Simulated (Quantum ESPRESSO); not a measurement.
**Al2Au: zone-centre phonons under several settings**

```
CELL_PARAMETERS angstrom
0.00000 3.00000 3.00000
3.00000 0.00000 3.00000
3.00000 3.00000 0.00000
ATOMIC_POSITIONS crystal
Au 0.00000 0.00000 0.00000
Al 0.75000 0.75000 0.75000
Al 0.25000 0.25000 0.25000
```

All runs used Quantum ESPRESSO 7.5; k mesh 8 × 8 × 8; relaxed cell; no spin polarisation.

```csv
level,potentials,cutoff (eV),occupations,volume (Å³/atom),lowest optical mode without the field (cm⁻¹),highest optical mode without the field (cm⁻¹)
PBEsol,GBRV 1.5 PBEsol,612,"cold, width 0.272 eV",?,?,?
PBE,GBRV 1.5 PBE,612,"methfessel-paxton, width 0.2 eV",18.53,219,238
LDA,JTH 2.0 LDA,707,"cold, width 0.2 eV",17.55,235,264
```

Question: What stands in the row left open?

Answer: Volume 17.98 Å³/atom; lowest optical mode without the field 229 cm⁻¹; highest optical mode without the field 265 cm⁻¹.
